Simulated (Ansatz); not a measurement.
As: distorted cells

The calculation used DFT PBE, scalar-relativistic, plane waves, PAW (Ansatz).

Cutoff 420 eV; k points 10×10×8 on the computed 4-atom cell (Γ-centred); Gaussian smearing, width 0.05 eV; no spin polarisation.

Reference cell:

```xyz
4
Lattice="1.8250 -5.5000 0.0000 1.8250 5.5000 0.0000 0.0000 0.0000 4.4700" Properties=species:S:1:pos:R:3 pbc="T T T"
As    1.8250    4.2900    4.2018
As    1.8250   -1.2100    2.5032
As    1.8250   -4.2900    0.2682
As    1.8250    1.2100    1.9668
```

Each variant moves atoms of this cell by the vectors given, if any (Å), and then applies a symmetric strain (tensor components, Cartesian axes). The reference cell isn't relaxed at this level. Energies are per atom at zero smearing, counted from the lowest variant. Pressure is positive in compression.

1. strain (xx yy zz yz xz xy, %) 0.92 7.14 1.36 0.00 0.00 0.00; moves: As1 (0.000, -0.089, 0.121); As2 (0.000, -0.089, -0.121); As3 (0.000, 0.089, -0.121); As4 (0.000, 0.089, 0.121)
2. strain (xx yy zz yz xz xy, %) -3.02 -1.66 -3.31 0.00 0.00 0.00; moves: As1 (0.000, -0.004, 0.030); As2 (0.000, -0.004, -0.030); As3 (0.000, 0.004, -0.030); As4 (0.000, 0.004, 0.030)
3. strain (xx yy zz yz xz xy, %) -4.19 -1.58 -0.79 0.00 0.00 0.00; moves: As1 (0.000, -0.145, 0.204); As2 (0.000, -0.145, -0.204); As3 (0.000, 0.145, -0.204); As4 (0.000, 0.145, 0.204)

```tsv
variant	ΔE (meV/atom)	P (GPa)	largest force (eV/Å)	gap on mesh (eV)	space group
1	158.9	-7.69	1.74	0	Cmce
2	?	?	?	?	?
3	158.8	-3.23	0.80	0	Cmce
```

Question: Give the withheld rows.

Answer:
```json
{"variant": "2", "ΔE (meV/atom)": "0.0", "P (GPa)": "8.52", "largest force (eV/Å)": "0.53", "gap on mesh (eV)": "0", "space group": "Cmce"}
```

This form isn't the element's structure at ambient conditions.